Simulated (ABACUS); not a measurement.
# BP under changes of volume

One of the cells (11.682 Å³/atom); the others are scaled copies at fixed shape and fractional positions:

```
P B
1.0
     0.00000    2.26900    2.26900
     2.26900    0.00000    2.26900
     2.26900    2.26900    0.00000
P B
1 1
Cartesian
  3.4035 3.4035 3.4035
  0.0000 0.0000 0.0000
```

```yaml
Program: ABACUS 3.10.1
Functional: PBE
Potentials_or_basis: PseudoDojo NC SR 0.4.1 PBE standard
Cutoff: 1361 eV
Density_cutoff: 5442 eV
Basis: DZP LCAO (the cutoffs set its grid)
k_mesh: 10 × 10 × 10
Occupations: fermi-dirac, width 0.05 eV
Spin: no spin polarisation
```

```csv
volume (Å³/atom),energy over the lowest point (meV/atom),pressure (GPa),gap on the mesh (eV)
10.981,45.71,15.9,1.25
11.214,25.69,11.6,1.27
11.448,11.75,7.6,1.30
11.682,3.35,4.0,1.32
11.915,0.00,0.7,1.34
12.149,?,?,?
12.383,6.70,-5.1,1.38
```

Question: What does the run at 12.149 Å³/atom give?

Answer: Energy over the lowest point 1.25 meV/atom; pressure -2.3 GPa; gap on the mesh 1.36 eV.

Worked out: A Birch-Murnaghan fit of order 3 (a polynomial in V^(-2/3)) to the other rows has its minimum at 11.97 Å³/atom with B0 = V·E''(V) = 158 GPa and B' = 3.8. It gives 1.26 meV/atom at 12.149 Å³/atom, against the run's 1.25, and -dE/dV = -2.3 GPa, against -2.3. A straight line through the other rows of the gap, of slope 1.09 eV per unit of ln V, gives 1.36 eV, against the run's 1.36.

Energies are extrapolated to zero smearing.

Caveats: the atomic orbitals were generated for these runs and aren't a published set; the basis of atomic orbitals isn't converged, which shifts pressures, moduli and gaps.

A mesh can miss the band edges.
